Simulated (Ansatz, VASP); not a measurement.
# Si in VASP and in Ansatz

File INCAR:

```
SYSTEM = Si
PREC     = Accurate       ! precision mode
ENCUT    = 600            ! plane-wave cutoff, eV
EDIFF    = 1E-6           ! SCF threshold, eV
ISMEAR   = 0              ! smearing method
SIGMA    = 0.02           ! smearing width, eV
LREAL    = .False.        ! projectors in reciprocal space
LASPH    = .True.         ! aspherical terms in the spheres
NELM     = 100            ! most SCF steps
ALGO     = Normal         ! electronic algorithm
ISIF     = 3              ! what is computed and relaxed
LWAVE    = .False.        ! write WAVECAR
LCHARG   = .False.        ! write CHGCAR
GGA      = PE             ! functional
IBRION   = 2              ! ionic algorithm
NSW      = 100            ! ionic steps
EDIFFG   = -0.01          ! ionic threshold
```

The input KPOINTS:

```
regular mesh
0
Gamma
  8 8 8
  0 0 0
```

POSCAR

```
Si
1.0
    0.0000000000      2.7360520166      2.7360520166
    2.7360520166      0.0000000000      2.7360520166
    2.7360520166      2.7360520166      0.0000000000
Si
2
Direct
    0.7500000000      0.7500000000      0.7500000000
    0.5000000000      0.5000000000      0.5000000000
```

Input for Ansatz:

```yaml
crystal:
  lattice:
    - [0.0, 2.7360520166, 2.7360520166]
    - [2.7360520166, 0.0, 2.7360520166]
    - [2.7360520166, 2.7360520166, 0.0]
  atoms:
    - { symbol: Si, position: [0.75, 0.75, 0.75] }
    - { symbol: Si, position: [0.5, 0.5, 0.5] }
basis:
  ecutwfc: 420
kpoints:
  mp_grid: { grid: [8, 8, 8] }
hamiltonian:
  xc: pbe
scf:
  occupations: { method: gaussian, width: 0.02 }
output:
  forces: true
  stress: true
  eigenvalues: true
relax:
  adjacent_minimum: "off"
  f_tol: 0.01
  max_steps: 80
  cell: { stress_tol: 0.05 }
```

Alike in both runs: task relaxation of cell and atoms; functional PBE; k mesh 8 × 8 × 8; occupations gaussian, width 0.02 eV; no spin polarisation.

|  | VASP | Ansatz |
| --- | --- | --- |
| version | VASP 6.6.1 | Ansatz 0.2.0 |
| potentials or method | VASP PAW PBE potentials, release 64 (Si) | scalar-relativistic, plane waves, PAW |
| plane-wave cutoff (eV) | 600 | 420 |
| valence electrons in the cell | 8 | 8 |

Ansatz gave:

- gap on the k mesh at the Fermi level, each at its own relaxed structure (eV): 0.65
- relaxed volume (Å³/atom): 20.47
- relaxed cell length with the largest relative difference (Å): 3.868

Problem. What did VASP give for the same quantities?

Solution. gap on the k mesh at the Fermi level, each at its own relaxed structure (eV): 0.65; relaxed volume (Å³/atom): 20.44; relaxed cell length with the largest relative difference (Å): 3.867.

A k mesh can miss the band edges.
